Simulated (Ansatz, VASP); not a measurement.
# Br in VASP and in Ansatz

```
Br
1.0
     0.00000    1.88098    1.88098
     1.88098    0.00000    1.88098
     1.88098    1.88098    0.00000
Br
1
Direct
  0.00000 0.00000 0.00000
```

Change from the starting cell: volume scaled by 0.58, LAPW.

Alike in both runs: task single point; functional LDA; k mesh 14 × 14 × 14; occupations fermi-dirac, width 0.1 eV; no spin polarisation.

|  | VASP | Ansatz |
| --- | --- | --- |
| version | VASP 6.6.1 | Ansatz 0.2.0 |
| potentials or method | VASP PAW LDA potentials, release 64 (Br), cutoff 520 eV | all-electron LAPW, scalar-relativistic |

Ansatz gave:

* pressure (GPa): 94.9

**Question.** What did VASP give for the same quantities?

**Answer.** Pressure (GPa): 95.7.

Ansatz ran all-electron here, so the differences hold the error of VASP's frozen core and of both bases.

Caveats: the cell as given lies far from equilibrium; so large a pressure means that the cell lies far from this level's equilibrium, or that cutoff or potentials fall short (VASP); an odd number of electrons without spin polarisation forces a metal; a magnetic or distorted state may lie lower.
